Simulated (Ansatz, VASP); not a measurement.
## ZnS in VASP and in Ansatz

Contents of INCAR:

```
SYSTEM = ZnS
PREC = Accurate ; ENCUT = 520
EDIFF = 1E-7 ; ISMEAR = 0
SIGMA = 0.05 ; LREAL = .False.
LASPH = .True. ; NELM = 100
ALGO = Normal ; ISIF = 2
LWAVE = .False. ; LCHARG = .False.
GGA = PE ; NBANDS = 16
```

Contents of KPOINTS:

```
regular mesh
0
Gamma
  10 10 10
  0 0 0
```

File POSCAR:

```
ZnS
1.0
    0.0000000000      2.7857895000      2.6640802500
    2.7857895000      0.0000000000      2.6640802500
    2.7857895000      2.7857895000      0.0000000000
Zn S
1 1
Direct
    0.0000000000      0.0000000000      0.0000000000
    0.7500000000      0.7500000000      0.7500000000
```

Input for Ansatz:

```yaml
crystal:
  lattice:
    - [0.0, 2.7857895, 2.66408025]
    - [2.7857895, 0.0, 2.66408025]
    - [2.7857895, 2.7857895, 0.0]
  atoms:
    - { symbol: Zn, position: [0.0, 0.0, 0.0] }
    - { symbol: S, position: [0.75, 0.75, 0.75] }
basis:
  ecutwfc: 420
kpoints:
  mp_grid: { grid: [10, 10, 10] }
hamiltonian:
  xc: pbe
scf:
  occupations: { method: gaussian, width: 0.05 }
output:
  forces: true
  stress: true
  eigenvalues: true
  write_density: true
  write_potential: true
  elf: true
  volumetric_format: npy
```

Change from the starting cell: strain +0.030 along x and y, -0.015 along z, atoms carried along.

Alike in both runs: task single point; functional PBE; k mesh 10 × 10 × 10; occupations gaussian, width 0.05 eV; no spin polarisation.

|  | VASP | Ansatz |
| --- | --- | --- |
| version | VASP 6.6.1 | Ansatz 0.2.0 |
| potentials or method | VASP PAW PBE potentials, release 64 (Zn, S) | scalar-relativistic, plane waves, PAW |
| plane-wave cutoff (eV) | 520 | 420 |
| valence electrons in the cell | 18 | 18 |

```csv
,VASP,Ansatz,Ansatz less VASP
gap on the k mesh at the Fermi level (eV),1.81,1.81,-0.004
least direct gap on the mesh (eV),1.81,1.81,-0.004
pressure (GPa),-1.6,-1.7,-0.13
largest component of the traceless stress (GPa),1.14,1.15,+0.007
```
